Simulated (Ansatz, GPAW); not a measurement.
Given: the input of a run of Ansatz 0.2.0 on Pt. 

File input.yaml:

```yaml
crystal:
  lattice:
    - [0.0, 1.9609, 1.9609]
    - [1.9609, 0.0, 1.9609]
    - [1.9609, 1.9609, 0.0]
  atoms:
    - { symbol: Pt, position: [0.0, 0.0, 0.0] }
kpoints:
  mp_grid: { grid: [12, 12, 12] }
scf:
  occupations: { method: gaussian, width: 0.019 }
hamiltonian:
  xc: pbe
  pseudopotentials: { kind: all_electron, lapw: { basis_error: 0.001 } }
output:
  forces: true
  stress: true
  eigenvalues: true
```

Potentials or basis: all-electron LAPW, scalar-relativistic.

The run is started by

```sh
$ ansatz run input.yaml --threads 1 --pin off --max-ram 3072MiB --backend cpu --events-out ev --progress --plain --runs-dir out
```

Question: Set up the same calculation for GPAW 26.7.0 (ASE script). Potentials or basis there: GPAW PAW data sets (gpaw-data 1.2.1), cutoff 600 eV.

Answer: As run (cutoffs and basis follow the program's own potentials, and thresholds, step limits or extra output files can differ):

The input run.py:

```python
from ase.dft.bandgap import bandgap
from ase.io import read, write
from ase.units import GPa
from gpaw import GPAW, PW

atoms = read('Pt.xyz')

calc = GPAW(mode=PW(600),
            xc='PBE',
            kpts={'size': (12, 12, 12), 'gamma': True},
            occupations={'name': 'methfessel-paxton', 'order': 0, 'width': 0.019000000000000003},
            nbands=17,
            convergence={'density': 1e-05, 'energy': 1e-05},
            maxiter=150,
            txt='gpaw.txt')
atoms.calc = calc
energy = atoms.get_potential_energy()
forces = atoms.get_forces()
stress = atoms.get_stress()
calc.write('gs.gpw')
write('result.traj', atoms)
print(f'Energy: {energy:.6f} eV')
print('Forces (eV/A):')
print(forces.round(4))
print('Stress (GPa):', (stress / GPa).round(3))
print('Fermi level:', round(calc.get_fermi_level(), 4), 'eV')
print(f'Gap: {bandgap(calc)[0]:.4f} eV, direct: {bandgap(calc, direct=True)[0]:.4f} eV')
```

Pt.xyz

```xyz
1
Lattice="0.0000000000 1.9609000000 1.9609000000 1.9609000000 0.0000000000 1.9609000000 1.9609000000 1.9609000000 0.0000000000" Properties=species:S:1:pos:R:3 pbc="T T T"
Pt     0.0000000000      0.0000000000      0.0000000000
```

Potentials or basis: GPAW PAW data sets (gpaw-data 1.2.1), pw.

Launch:

```bash
$ OMP_NUM_THREADS=1 python run.py
```

Both were run:

|  | Ansatz | GPAW |
| --- | --- | --- |
| Pressure | 10.2 GPa | 9.7 GPa |

Where Ansatz's input types no cutoff or centring, it takes its own default and a Γ-centred mesh.

The two runs disagree by more than potentials and bases usually give (in gap, levels, pressure or energy); the cause wasn't traced.

The cell lies far from this level's equilibrium.

Pressure is positive in compression.
